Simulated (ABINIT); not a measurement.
The system is Cl.

```xyz
4
Lattice="3.1450 -2.2500 0.0000 3.1450 2.2500 0.0000 0.0000 0.0000 8.2100" Properties=species:S:1:pos:R:3 pbc="T T T"
Cl    3.1450    0.5850    3.2840
Cl    3.1450    1.6650    7.3890
Cl    3.1450   -0.5850    4.9260
Cl    3.1450   -1.6650    0.8210
```

Base run:

* Program: ABINIT 10.8.3 (patched build)
* Functional: PBE
* Potentials or basis: PseudoDojo NC SR PBE v0.4.1 standard
* Cutoff: 599 eV
* k mesh: 5 × 5 × 3
* Occupations: fermi-dirac, width 0.05 eV
* Spin: no spin polarisation

Its results: band gap on the k mesh 2.47 eV, indirect (least direct gap 2.52 eV); pressure 0.2 GPa; largest force 0.096 eV/Å.

Task: The run is repeated on the same cell with these changes: functional from PBE to PBEsol; potentials or basis from PseudoDojo NC SR PBE v0.4.1 standard to PseudoDojo NC SR PBEsol v0.4.1 standard; cutoff from 599 eV to 680 eV. What comes out?

Result: Band gap on the k mesh 2.41 eV, indirect (least direct gap 2.46 eV); pressure -1.0 GPa; largest force 0.189 eV/Å.

Caveats: an odd mesh through Γ misses points on the zone boundary, where band edges often lie; the cutoff is short for stress, so the pressure is rough (some runs).
